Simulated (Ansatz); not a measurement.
# CdSe: optics and band edges, part 1 of 2

What do the bands imply for light and for carriers? Levels are solved on a fine mesh after the ground state. Runs: cell and atoms relaxed (PAW); reference run (PAW); unstrained (PAW); all lengths changed by -0.5 % (PAW); all lengths changed by +0.5 % (PAW); z strained by -0.5 %, x and y held (PAW); z strained by +0.5 %, x and y held (PAW); equal xy, yz and zx engineering shears of -0.5 % (PAW); equal xy, yz and zx engineering shears of +0.5 % (PAW); atom 1 moved by (0.010, 0.010, 0.010) Å (PAW); atom 1 moved by (-0.010, -0.010, -0.010) Å (PAW).

Method: DFT PBEsol, frozen-core PAW, scalar-relativistic unless said, in Ansatz 0.2.0.

1 further run of the same task is left out (it didn't finish).

## (1) The structure to begin with

Symmetry: F-43m, No. 216, cubic system. The conventional cell has a = 6.141 Å, b = 6.141 Å, c = 6.141 Å, α = 90.00°, β = 90.00°, γ = 90.00°. Cd (site symmetry -43m) has 4 Se at 2.66 Å as nearest neighbours. Se (site symmetry -43m) has 4 Cd at 2.66 Å as nearest neighbours.

As a file:

```cif
data_structure
_symmetry_space_group_name_H-M 'F-43m'
_symmetry_Int_Tables_number 216
_cell_length_a 6.1405
_cell_length_b 6.1405
_cell_length_c 6.1405
_cell_angle_alpha 90.000
_cell_angle_beta 90.000
_cell_angle_gamma 90.000
_cell_volume 231.54
loop_
_atom_site_label
_atom_site_type_symbol
_atom_site_symmetry_multiplicity
_atom_site_Wyckoff_symbol
_atom_site_fract_x
_atom_site_fract_y
_atom_site_fract_z
_atom_site_occupancy
Cd1 Cd 4 a 0.00000 0.00000 0.00000 1
Se1 Se 4 c 0.25000 0.25000 0.25000 1
```

Cartesian axes are those of the input's lattice vectors. The structure goes back to a database entry.

## (2) Cell and atoms relaxed, PAW

input.yaml

```yaml
crystal:
  lattice:
    - [0.0, 3.0702711986, 3.0702711986]
    - [3.0702711986, 0.0, 3.0702711986]
    - [3.0702711986, 3.0702711986, 0.0]
  atoms:
    - { symbol: Cd, position: [0.0, 0.0, 0.0] }
    - { symbol: Se, position: [0.75, 0.75, 0.75] }
kpoints:
  mp_grid: { grid: [10, 10, 10] }
scf:
  occupations: { method: fermi_dirac, width: 0.08 }
hamiltonian:
  xc: pbesol
  pseudopotentials: { kind: paw }
relax:
  f_tol: 0.002
  max_steps: 80
  cell: {}
output:
  forces: true
  stress: true
```

Command:

```bash
$ ansatz run input.yaml --threads 1 --pin off --max-ram 3072MiB --backend cpu --events-out ev --progress --plain --runs-dir out
```

The log of the run:

```text
Engine: ansatz 0.2.0
Pseudopotentials: kind: paw
Pseudopotential: Cd, paw, valence charge 20, recommended cutoff 420 eV (normal), Cd.paw.azcp
Pseudopotential: Se, paw, valence charge 16, recommended cutoff 420 eV (normal), Se.paw.azcp
Functional definition: PBEsol
  exchange = pbesol_x
  correlation = pbesol_c
Crystal: 2 atoms, lattice volume = 57.884 Å³
Basis set: ecut = 420 eV, 1139 PW (Γ), exchange–correlation on 60×60×60 points (8 copies of the dense FFT grid, shifted against one another)
Bands: 22, of which v1, the nominal top of the filled ones, is band 18 counted from 1 (17 counted from 0)
Symmetry: 24 space group operations
Space group: F-43m (ITA 216), of the structure as read, at distance tolerance 3.9e-5 Å
k-points: 47 of 1000 (time reversal used)
Non-local potential: Cd, projectors of the file, l = 0: 3, l = 1: 2, l = 2: 2, l = 3: 1
Non-local potential: Se, projectors of the file, l = 0: 2, l = 1: 2, l = 2: 3, l = 3: 1
PAW form: soft (Blöchl's): semilocal exchange-correlation on the pseudo side does not see the compensation charge
PAW frozen core: Cd, regenerated for the run's functional, and the local potential with it (the file was generated under x = pbe(κ = 0.804, μ = 0.2195149727645171), c = pbe(β = 0.06672455060314922))
PAW frozen core: Se, regenerated for the run's functional, and the local potential with it (the file was generated under x = pbe(κ = 0.804, μ = 0.2195149727645171), c = pbe(β = 0.06672455060314922))
PAW one-centre angular grid: Cd, 590 points (default); XC on 64 Gauss nodes
PAW one-centre angular grid: Se, 590 points (default); XC on 64 Gauss nodes
Initial density: superposition of atomic densities (neutral atoms: chi_scale 0, normalization atom), corrected by the library's trained network
Initial wavefunctions: pseudopotential atomic-orbital guess
Functional: x = pbesol(κ = 0.804, μ = 0.12345679012345678), c = pbesol(β = 0.046)
SCF iter   1: F=—  HF=-13609.406271 eV  |F-HF|=—  |Δ(HF+E_count)|=         —  Δρ=4.38e-3  dr2=1.40e-2  ethr=1.77e-3  ⟨swp⟩=5.6  Hψ=4399  notcnv=0
preconditioner: auto → none  [insulator: Δε(μ)=0.380 eV  Ē_g=11.888 eV  σ=0.080 eV  W_gap=0.69  n_scr=14 (ndim 8)  ℏωp=20.7 eV  f_vac=0.215  D(μ)=0.01/eV (n_scr^D=0)  ε∞_Penn≈4.0]
SCF iter   2: F=—  HF=-13609.402441 eV  |F-HF|=—  |Δ(HF+E_count)|=   3.83e-3  Δρ=1.07e-3  dr2=2.92e-4  ethr=3.89e-5  ⟨swp⟩=2.0  Hψ=2014  notcnv=0
SCF iter   3: F=—  HF=-13609.402475 eV  |F-HF|=—  |Δ(HF+E_count)|=   3.39e-5  Δρ=4.87e-4  dr2=8.08e-5  ethr=8.12e-7  ⟨swp⟩=2.0  Hψ=1693  notcnv=0
SCF iter   4: F=—  HF=-13609.402509 eV  |F-HF|=—  |Δ(HF+E_count)|=   3.35e-5  Δρ=2.06e-4  dr2=1.77e-5  ethr=2.24e-7  ⟨swp⟩=2.0  Hψ=1171  notcnv=0
SCF iter   5: F=—  HF=-13609.402514 eV  |F-HF|=—  |Δ(HF+E_count)|=   5.47e-6  Δρ=4.78e-5  dr2=1.11e-6  ethr=4.91e-8  ⟨swp⟩=2.0  Hψ=1643  notcnv=0
SCF iter   6: F=-13609.402514 eV  HF=-13609.402514 eV  |F-HF|=3.02e-8  |Δ(HF+E_count)|=   2.93e-7  Δρ=7.18e-6  dr2=2.92e-8  ethr=2.78e-10  ⟨swp⟩=3.0  Hψ=4326  notcnv=0
SCF 1 converged in 6 iterations: F = -13609.402514 eV  dr2 = 2.92e-8
relax step   1: F+E_penalty+E_count = -13609.40251447 eV  Δ(F+E_penalty+E_count) = +0.000e0 eV  max|allowed force component| = 9.483e-17 eV/Å  Δτ_max = 0.0000 Å  P = -1.403 GPa  Ω = 57.884 Å³  (6 SCF iters, dr2 threshold 1.00e-7 eV, accepted)
Crystal: 2 atoms, lattice volume = 55.740 Å³
Basis set: ecut = 420 eV, 1067 PW (Γ), exchange–correlation on 60×60×60 points (8 copies of the dense FFT grid, shifted against one another)
Initial density: handed on by an earlier stage of this run
Initial wavefunctions: those handed on with the density
iter 1 solved again at ethr=2.26e-6 eV; its pass at ethr=3.10e-3 eV (dr2=8.13e-4 eV) is discarded
SCF iter   1: F=—  HF=-13609.409792 eV  |F-HF|=—  |Δ(HF+E_count)|=         —  Δρ=9.97e-4  dr2=7.67e-4  ethr=2.26e-6  ⟨swp⟩=1.6  Hψ=5790  notcnv=0
preconditioner: auto → none  [insulator: Δε(μ)=0.488 eV  Ē_g=12.102 eV  σ=0.080 eV  W_gap=0.83  n_scr=14 (ndim 8)  ℏωp=21.1 eV  f_vac=0.190  D(μ)=0.01/eV (n_scr^D=0)  ε∞_Penn≈4.0]
SCF iter   2: F=—  HF=-13609.409582 eV  |F-HF|=—  |Δ(HF+E_count)|=   2.10e-4  Δρ=5.95e-4  dr2=1.38e-4  ethr=2.13e-6  ⟨swp⟩=2.0  Hψ=1414  notcnv=0
SCF iter   3: F=—  HF=-13609.409549 eV  |F-HF|=—  |Δ(HF+E_count)|=   3.33e-5  Δρ=1.91e-4  dr2=2.19e-5  ethr=3.85e-7  ⟨swp⟩=2.4  Hψ=1663  notcnv=0
SCF iter   4: F=—  HF=-13609.409546 eV  |F-HF|=—  |Δ(HF+E_count)|=   2.61e-6  Δρ=3.16e-5  dr2=3.91e-7  ethr=6.08e-8  ⟨swp⟩=2.0  Hψ=1458  notcnv=0
SCF iter   5: F=-13609.409546 eV  HF=-13609.409546 eV  |F-HF|=2.85e-9  |Δ(HF+E_count)|=   1.75e-7  Δρ=8.30e-6  dr2=3.12e-8  ethr=5.56e-10  ⟨swp⟩=4.0  Hψ=3529  notcnv=0
SCF 2 converged in 5 iterations: F = -13609.409546 eV  dr2 = 3.12e-8
relax step   2: F+E_penalty+E_count = -13609.40954644 eV  Δ(F+E_penalty+E_count) = -7.032e-3 eV  max|allowed force component| = 8.095e-18 eV/Å  Δτ_max = 0.0000 Å  P = +0.471 GPa  Ω = 55.740 Å³  energy of the carried Pulay correction = +3.345e-4 eV  (5 SCF iters, dr2 threshold 2.00e-7 eV, accepted)
Crystal: 2 atoms, lattice volume = 56.264 Å³
iter 1 solved again at ethr=4.24e-7 eV; its pass at ethr=3.10e-3 eV (dr2=1.53e-4 eV) is discarded
SCF iter   1: F=—  HF=-13609.410198 eV  |F-HF|=—  |Δ(HF+E_count)|=         —  Δρ=2.50e-4  dr2=4.71e-5  ethr=4.24e-7  ⟨swp⟩=2.0  Hψ=5292  notcnv=0
preconditioner: auto → none  [insulator: Δε(μ)=0.483 eV  Ē_g=12.046 eV  σ=0.080 eV  W_gap=0.82  n_scr=14 (ndim 8)  ℏωp=21.0 eV  f_vac=0.196  D(μ)=0.01/eV (n_scr^D=0)  ε∞_Penn≈4.0]
SCF iter   2: F=—  HF=-13609.410186 eV  |F-HF|=—  |Δ(HF+E_count)|=   1.23e-5  Δρ=1.42e-4  dr2=8.27e-6  ethr=1.31e-7  ⟨swp⟩=2.0  Hψ=1363  notcnv=0
SCF iter   3: F=—  HF=-13609.410185 eV  |F-HF|=—  |Δ(HF+E_count)|=   1.45e-6  Δρ=4.65e-5  dr2=1.35e-6  ethr=2.30e-8  ⟨swp⟩=3.0  Hψ=1889  notcnv=0
SCF iter   4: F=-13609.410184 eV  HF=-13609.410184 eV  |F-HF|=2.82e-9  |Δ(HF+E_count)|=   1.94e-7  Δρ=8.27e-6  dr2=2.82e-8  ethr=5.56e-10  ⟨swp⟩=2.4  Hψ=3549  notcnv=0
SCF 3 converged in 4 iterations: F = -13609.410184 eV  dr2 = 2.82e-8
relax step   3: F+E_penalty+E_count = -13609.41018434 eV  Δ(F+E_penalty+E_count) = -6.379e-4 eV  max|allowed force component| = 5.031e-17 eV/Å  Δτ_max = 0.0000 Å  P = -0.025 GPa  Ω = 56.264 Å³  energy of the carried Pulay correction = +2.516e-4 eV  (4 SCF iters, dr2 threshold 2.00e-7 eV, accepted)
Initial wavefunctions: pseudopotential atomic-orbital guess (no wavefunctions were taken with the density)
iter 1 solved again at ethr=8.47e-8 eV; its pass at ethr=3.10e-3 eV (dr2=3.05e-5 eV) is discarded
SCF iter   1: F=—  HF=-13609.409937 eV  |F-HF|=—  |Δ(HF+E_count)|=         —  Δρ=4.84e-5  dr2=2.58e-7  ethr=8.47e-8  ⟨swp⟩=3.0  Hψ=7027  notcnv=0
preconditioner: auto → none  [insulator: Δε(μ)=0.481 eV  Ē_g=12.049 eV  σ=0.080 eV  W_gap=0.82  n_scr=14 (ndim 8)  ℏωp=21.0 eV  f_vac=0.196  D(μ)=0.01/eV (n_scr^D=0)  ε∞_Penn≈4.0]
SCF iter   2: F=—  HF=-13609.409929 eV  |F-HF|=—  |Δ(HF+E_count)|=   8.05e-6  Δρ=2.04e-5  dr2=6.25e-8  ethr=7.18e-10  ⟨swp⟩=2.0  Hψ=1879  notcnv=0
SCF iter   3: F=—  HF=-13609.409929 eV  |F-HF|=—  |Δ(HF+E_count)|=   3.60e-8  Δρ=8.64e-6  dr2=1.00e-8  ethr=1.74e-10  ⟨swp⟩=2.0  Hψ=1398  notcnv=0
SCF iter   4: F=—  HF=-13609.409929 eV  |F-HF|=—  |Δ(HF+E_count)|=   6.21e-9  Δρ=1.56e-6  dr2=6.97e-10  ethr=2.79e-11  ⟨swp⟩=2.0  Hψ=1881  notcnv=0
SCF iter   5: F=—  HF=-13609.409929 eV  |F-HF|=—  |Δ(HF+E_count)|=  2.11e-10  Δρ=5.17e-7  dr2=4.26e-11  ethr=1.94e-12  ⟨swp⟩=2.6  Hψ=1638  notcnv=0
SCF iter   6: F=-13609.409929 eV  HF=-13609.409929 eV  |F-HF|=0.00e0  |Δ(HF+E_count)|=  8.73e-11  Δρ=5.92e-8  dr2=1.28e-12  ethr=1.00e-12  ⟨swp⟩=5.0  Hψ=4043  notcnv=0
SCF 4 converged in 6 iterations: F = -13609.409929 eV  dr2 = 1.28e-12
relax step   4: F+E_penalty+E_count = -13609.40992892 eV  Δ(F+E_penalty+E_count) = +2.554e-4 eV  max|allowed force component| = 4.395e-17 eV/Å  Δτ_max = 0.0000 Å  P = -0.024 GPa  Ω = 56.264 Å³  stress off target by 2.39e-2 GPa  SCF on the basis re-selected at this cell (its energy is not comparable with the rows above)  (6 SCF iters)
basis re-selected at this cell: Δ(F+E_penalty+E_count) = +2.554e-4 eV, ΔP = +0.002 GPa vs the last step (what re-selecting the basis moved, of the pressure what is left beyond the Pulay correction that the steps carried, after the strain that the cell walked since its last selection, with what the two solves' SCF thresholds leave and, on support functions, any second-order correction that the steps lacked; it is no measure of the basis error at this ecutwfc). This SCF's stress stands 2.39e-2 GPa from its target on what of the cell is left free (relax.cell.stress_tol is 5.00e-2 GPa) and its largest allowed force component is 4.39e-17 eV/Å (relax.f_tol is 2.00e-3 eV/Å): within both
SCF converged after 6 iterations
Free energy (F): -13609.409929 eV
Harris-Foulkes:  -13609.409929 eV  (|F-HF|=0.00e0)
Internal energy: -13609.409678 eV  (E = F + TS)
E sigma→0 (E₀):  -13609.409803 eV
Entropy (-TS):   -0.000251 eV (-0.126 meV/atom)
Fermi energy:    7.692077 eV
--- Per-component energies (eV) ---
  E_band       = -894.862990
  E_kinetic    = 623.516011
  E_local      = -6379.033382  (includes V_loc(G=0)·N_el)
  E_nonlocal   = -556.064135
  E_hartree    = 3028.726674
  E_xc         = -278.533305
  E_vxc        = -318.801895  (∫ρ·V_xc dr)
  E_paw        = -5881.823763  (= ΣΔE_a)
  E_vpaw       = -321.932320  (= ΣTr[D̂ρ^β])
  E_aug_tail   = -0.000594  (compensation charges beyond the density's cutoff)
  E_ewald      = -4167.547595
  E_core_change = 1.350410  (= ΣΔE_core)
  E_smearing   = -0.000251  (= −TS)
  E_closure    = 0.000000  (closes the sum)
  Σ components = -13609.409929   (vs F -13609.409929, Δ=0.00e0)
--- Forces (eV/Å), atoms counted from 1 ---
  atom   1  Cd    -0.00000000     0.00000000     0.00000000
  atom   2  Se     0.00000000     0.00000000    -0.00000000
  max |Σ_I F_I| component: 3.24e-17 eV/Å
--- Stress (GPa, compression-positive) ---
       -0.023872      -0.000000      -0.000000
       -0.000000      -0.023872      -0.000000
       -0.000000       0.000000      -0.023872
  P = ⅓ Tr σ = -0.0239 GPa (-0.239 kbar)
--- Relaxed structure (3 steps of the walk, 3 accepted, 1 SCFs on fresh bases) ---
  F+E_penalty+E_count = -13609.40992892 eV   max|allowed force component| = 4.395e-17 eV/Å   (the final SCF, on the basis selected at the relaxed cell)
  cell:  # Å, volume = 56.2637 Å³
    - [4.585834829606031e-34, 3.0413470751786695, 3.0413470751786695]
    - [3.0413470751786695, 4.7896497109218544e-33, 3.0413470751786695]
    - [3.0413470751786695, 3.0413470751786695, 5.859677837829928e-33]
  atoms:
    - { symbol: Cd, position: [9.06947149336386e-34, -1.0271764544357341e-33, -8.546735384236258e-34] }
    - { symbol: Se, position: [0.7499999999999999, 0.7499999999999999, 0.7499999999999999] }
```

Wall time 17 s (1 thread of Arm Neoverse V1, shared host); peak memory 0.37 GiB.

The steps of the relaxation:

```tsv
step	energy from step 1 (eV/cell)	largest force component (eV/Å)	pressure (GPa)	volume (Å³)
1	0.0000	0.0000	-1.40	57.88
2	-0.0070	0.0000	0.47	55.74
3	-0.0077	0.0000	-0.03	56.26
4	-0.0074	0.0000	-0.02	56.26
```

Step 1 is the start. Step 4 repeats the geometry before on a plane-wave basis chosen anew for that cell, so the energy can jump there without any move; the table keeps such jumps.

| input's cell | before | after | change |
| --- | --- | --- | --- |
| a (Å) | 4.342 | 4.301 | -0.9 % |
| b (Å) | 4.342 | 4.301 | -0.9 % |
| c (Å) | 4.342 | 4.301 | -0.9 % |
| volume (Å³/atom) | 28.94 | 28.13 | -2.8 % |

## (3) Reference run, fine mesh, PAW

input.yaml

```yaml
crystal:
  lattice:
    - [0.0, 3.04134707518, 3.04134707518]
    - [3.04134707518, 0.0, 3.04134707518]
    - [3.04134707518, 3.04134707518, 0.0]
  atoms:
    - { symbol: Cd, position: [0.0, 0.0, 0.0] }
    - { symbol: Se, position: [0.75, 0.75, 0.75] }
kpoints:
  mp_grid: { grid: [6, 6, 6] }
scf:
  occupations: { method: fixed }
hamiltonian:
  xc: pbesol
  pseudopotentials: { kind: paw }
output:
  forces: true
  stress: true
  eigenvalues: true
  eigenstates:
    nscf_kmesh: { grid: [12, 12, 12] }
    de_dk: true
    e_range: [-9, 10.48066821851]
  optics:
    e_range: [0, 20]
    de: 0.2
    sigma: 0.2
    bands: { spectra_wanted_up_to: 20 }
    nscf_kmesh: { grid: [12, 12, 12] }
checkpoint:
  write: ck
  write_wavefunctions: false
```

Command:

```bash
$ ansatz run input.yaml --threads 1 --pin off --max-ram 3072MiB --backend cpu --events-out ev --progress --plain --runs-dir out
```

The log of the run:

```text
[... 7 set-up lines as earlier in the session ...]
Crystal: 2 atoms, lattice volume = 56.264 Å³
Basis set: ecut = 420 eV, 1067 PW (Γ), exchange–correlation on 60×60×60 points (8 copies of the dense FFT grid, shifted against one another)
Bands: 22, of which v1, the nominal top of the filled ones, is band 18 counted from 1 (17 counted from 0)
[... 1 set-up line as earlier in the session ...]
Space group: F-43m (ITA 216), of the structure as read, at distance tolerance 3.8e-5 Å
k-points: 16 of 216 (time reversal used)
[... 10 set-up lines as earlier in the session ...]
SCF iter   1: F=—  HF=-13609.407918 eV  |F-HF|=—  |Δ(HF+E_count)|=         —  Δρ=4.23e-3  dr2=1.21e-2  ethr=1.77e-3  ⟨swp⟩=4.8  Hψ=1297  notcnv=0  defer=28
preconditioner: auto → none  [insulator: Δε(μ)=0.437 eV  Ē_g=12.012 eV  n_scr=14 (ndim 8)  ℏωp=21.0 eV  f_vac=0.202  ε∞_Penn≈4.1]
SCF iter   2: F=—  HF=-13609.404575 eV  |F-HF|=—  |Δ(HF+E_count)|=   3.34e-3  Δρ=1.04e-3  dr2=2.59e-4  ethr=3.35e-5  ⟨swp⟩=2.0  Hψ=661  notcnv=0  defer=27
SCF iter   3: F=—  HF=-13609.404601 eV  |F-HF|=—  |Δ(HF+E_count)|=   2.55e-5  Δρ=4.70e-4  dr2=6.89e-5  ethr=7.20e-7  ⟨swp⟩=2.0  Hψ=612  notcnv=0  defer=28
SCF iter   4: F=—  HF=-13609.404638 eV  |F-HF|=—  |Δ(HF+E_count)|=   3.73e-5  Δρ=2.08e-4  dr2=2.05e-5  ethr=1.91e-7  ⟨swp⟩=2.3  Hψ=437  notcnv=0  defer=5
SCF iter   5: F=—  HF=-13609.404683 eV  |F-HF|=—  |Δ(HF+E_count)|=   4.52e-5  Δρ=4.44e-5  dr2=7.77e-7  ethr=5.70e-8  ⟨swp⟩=2.1  Hψ=418  notcnv=0
SCF iter   6: F=—  HF=-13609.404648 eV  |F-HF|=—  |Δ(HF+E_count)|=   3.50e-5  Δρ=7.36e-6  dr2=2.93e-8  ethr=2.16e-9  ⟨swp⟩=2.0  Hψ=576  notcnv=0
SCF iter   7: F=—  HF=-13609.404649 eV  |F-HF|=—  |Δ(HF+E_count)|=   4.28e-8  Δρ=2.08e-6  dr2=1.55e-9  ethr=8.15e-11  ⟨swp⟩=2.0  Hψ=580  notcnv=0
SCF iter   8: F=—  HF=-13609.404649 eV  |F-HF|=—  |Δ(HF+E_count)|=  4.60e-10  Δρ=6.39e-7  dr2=1.42e-10  ethr=4.31e-12  ⟨swp⟩=2.0  Hψ=576  notcnv=0
SCF iter   9: F=-13609.404649 eV  HF=-13609.404649 eV  |F-HF|=3.64e-12  |Δ(HF+E_count)|=  7.82e-11  Δρ=3.80e-8  dr2=4.78e-13  ethr=1.00e-12  ⟨swp⟩=5.7  Hψ=2059  notcnv=0
SCF 1 converged in 9 iterations: F = -13609.404649 eV  dr2 = 4.78e-13
NSCF: frozen V_eff on 72 k-points
Optics k sum: 0 of 72 k-points
[...]
NSCF: frozen V_eff on 1 k-points
NSCF: frozen V_eff on 72 k-points
output.optics: what the bands over the 46 summed would add to eps1, eps2 and the energy-loss function is held between a lower and an upper bound (6 Lanczos steps). eps1, eps2 and their loss function (loss_summed_bands) are given on every row as the summed bands alone make them. Along an axis, on a row where the two bounds hold the loss function to about 1 % of the greater of itself and 0.5 % of |1/eps|, its cell (loss_completed) is given, with the completed eps1 and eps2 that it is formed of (a cell that is left empty reads nan in the table and null in the record). The two bounds hold it so along every axis on all 101 rows up to 20.000 eV. The run works to bound the rows up to 20.000 eV and no higher ones: a peak of the loss function over that energy may be left empty with no warning. To have the run work for it, set output.optics.bands.spectra_wanted_up_to to a higher energy. perfect_screening_sum, loss_f_sum_n_eff and, beside carriers, perfect_screening_limit are those of loss_summed_bands: over the bounded function the two sums would run over rows that are not all bounded, and lack what the bands left out lay past the top of the energy grid. Bounded is said of the bands left out alone, which are those that the basis at basis.ecutwfc holds: it says nothing of that cutoff, of the k-point mesh, of what the sum inside its cells errs by (eps2_relative_error), of the factors of all_electron_strengths, nor of how far the SCF is converged. The bands left out are taken at the k-points, and what their mean over the points' cells stands off that by is in neither bound: the run's estimate of it, which the test of a row counts in, is 0.03 % of |eps| at the most among the values given; where the mean stood off by over 0.5 % the points' spread read 0.1 to 3 times that
SCF converged after 9 iterations
Free energy (F): -13609.404649 eV
Harris-Foulkes:  -13609.404649 eV  (|F-HF|=3.64e-12)
Internal energy: -13609.404649 eV  (E = F + TS)
E sigma→0 (E₀):  -13609.404649 eV
Fermi energy:    7.344945 eV
--- Per-component energies (eV) ---
  E_band       = -894.738361
  E_kinetic    = 623.545314
  E_local      = -6379.170856  (includes V_loc(G=0)·N_el)
  E_nonlocal   = -556.059834
  E_hartree    = 3028.847999
  E_xc         = -278.534772
  E_vxc        = -318.804495  (∫ρ·V_xc dr)
  E_paw        = -5881.834720  (= ΣΔE_a)
  E_vpaw       = -321.943937  (= ΣTr[D̂ρ^β])
  E_aug_tail   = -0.000594  (compensation charges beyond the density's cutoff)
  E_ewald      = -4167.547595
  E_core_change = 1.350410  (= ΣΔE_core)
  E_smearing   = -0.000000  (= −TS)
  E_closure    = 0.000000  (closes the sum)
  Σ components = -13609.404649   (vs F -13609.404649, Δ=0.00e0)
--- Forces (eV/Å), atoms counted from 1 ---
  atom   1  Cd    -0.00000000    -0.00000000     0.00000000
  atom   2  Se     0.00000000    -0.00000000     0.00000000
  max |Σ_I F_I| component: 7.40e-17 eV/Å
--- Stress (GPa, compression-positive) ---
       -0.011965       0.000000       0.000000
       -0.000000      -0.011965       0.000000
       -0.000000       0.000000      -0.011965
  P = ⅓ Tr σ = -0.0120 GPa (-0.120 kbar)
--- Band table (eV; the first three rows and the last of 16) ---
  k-point 0: bands = ["-94.1618", "-55.2612", "-55.2612", "-55.2612", "-39.3776", "-39.3776", "-39.3776", "-39.3742", "-39.3742", "-5.2763", "-0.5660", "-0.5660", "-0.5660", "-0.1852", "-0.1852", "7.3449", "7.3449", "7.3449", "7.8230", "13.2100", "13.2100", "13.2100"]
  k-point 1: bands = ["-94.1618", "-55.2613", "-55.2613", "-55.2613", "-39.3777", "-39.3776", "-39.3776", "-39.3742", "-39.3742", "-5.1825", "-0.5368", "-0.5368", "-0.4795", "-0.1863", "-0.1863", "5.6017", "7.1324", "7.1324", "9.1642", "12.9486", "13.5355", "13.5355"]
  k-point 2: bands = ["-94.1618", "-55.2615", "-55.2613", "-55.2613", "-39.3777", "-39.3776", "-39.3776", "-39.3741", "-39.3741", "-4.9917", "-0.4882", "-0.4882", "-0.1782", "-0.1754", "-0.1754", "3.7822", "6.7574", "6.7574", "9.6523", "13.7821", "13.7821", "13.7841"]
  k-point 15: bands = ["-94.1618", "-55.2615", "-55.2614", "-55.2614", "-39.3778", "-39.3776", "-39.3776", "-39.3742", "-39.3741", "-4.7759", "-0.3785", "-0.3557", "-0.2505", "-0.1577", "0.2690", "3.2909", "5.1792", "5.1856", "11.5936", "11.9203", "14.8179", "15.2574"]
--- Fermi surface from the table of eigenstates not read: on its mesh, or on one of the eight of every second point, the electrons fill whole bands (an insulator's do; a metal wants a denser output.eigenstates.nscf_kmesh) ---
```

It took 70 s on 1 thread of Arm Neoverse V1, shared host; peak memory 0.82 GiB.

Dielectric function (mesh 12×12×12, lines of 0.2 eV; smoothed further over energy, so single values depart from the program's file; independent particles, no excitons); n, R and the loss function are for light polarised along x:

```tsv
E (eV)	Re εxx	Im εxx	n	R	loss
1.0	8.69	1.89	2.96	0.250	0.024
1.8	8.35	2.33	2.92	0.247	0.031
2.6	9.21	3.49	3.09	0.275	0.036
3.4	6.14	6.76	2.76	0.294	0.081
4.2	5.75	5.13	2.59	0.253	0.086
5.0	7.35	10.68	3.19	0.373	0.064
5.8	-0.14	7.33	1.90	0.375	0.136
6.6	1.19	8.22	2.18	0.362	0.119
7.4	-2.65	6.37	1.46	0.461	0.134
8.2	-2.84	2.83	0.77	0.532	0.176
9.0	-1.52	1.74	0.63	0.449	0.327
9.8	-0.76	1.50	0.68	0.328	0.530
10.6	-0.31	1.52	0.79	0.236	0.630
11.4	-0.45	1.21	0.65	0.276	0.729
12.2	-0.15	0.80	0.57	0.224	1.210
13.0	0.13	0.81	0.69	0.138	1.204
13.8	0.45	0.95	0.86	0.085	0.864
14.6	0.06	0.73	0.63	0.157	1.350
15.4	0.28	0.58	0.68	0.096	1.406
16.2	0.36	0.52	0.70	0.073	1.299
17.0	0.52	0.63	0.82	0.053	0.948
17.8	0.41	0.36	0.69	0.055	1.204
18.6	0.71	0.37	0.87	0.018	0.585
19.4	0.72	0.49	0.89	0.024	0.646
```

On the fine mesh the gap is 0.478 eV and the least direct gap 0.478 eV.

(Continued in part 2 of 2.)
